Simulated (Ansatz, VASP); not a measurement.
**Cd: VASP beside Ansatz**

```
Cd
1.0
     0.00000    1.87630    1.87630
     1.87630    0.00000    1.87630
     1.87630    1.87630    0.00000
Cd
1
Direct
  0.00000 0.00000 0.00000
```

Change from the starting cell: volume scaled by 0.58, LAPW.

Alike in both runs: task single point; functional PBE; k mesh 14 × 14 × 14; occupations fermi-dirac, width 0.08 eV; no spin polarisation.

|  | VASP | Ansatz |
| --- | --- | --- |
| version | VASP 6.6.1 | Ansatz 0.2.0 |
| potentials or method | VASP PAW PBE potentials, release 64 (Cd), cutoff 520 eV | all-electron LAPW, scalar-relativistic |

Ansatz gave:

```
pressure (GPa) : 109.3
```

Task: Estimate VASP's values.

Result: Pressure (GPa): 113.1.

Ansatz ran all-electron here, so the differences hold the error of VASP's frozen core and of both bases.

Caveats: the cell as given lies far from equilibrium; so large a pressure means that the cell lies far from this level's equilibrium, or that cutoff or potentials fall short (VASP).
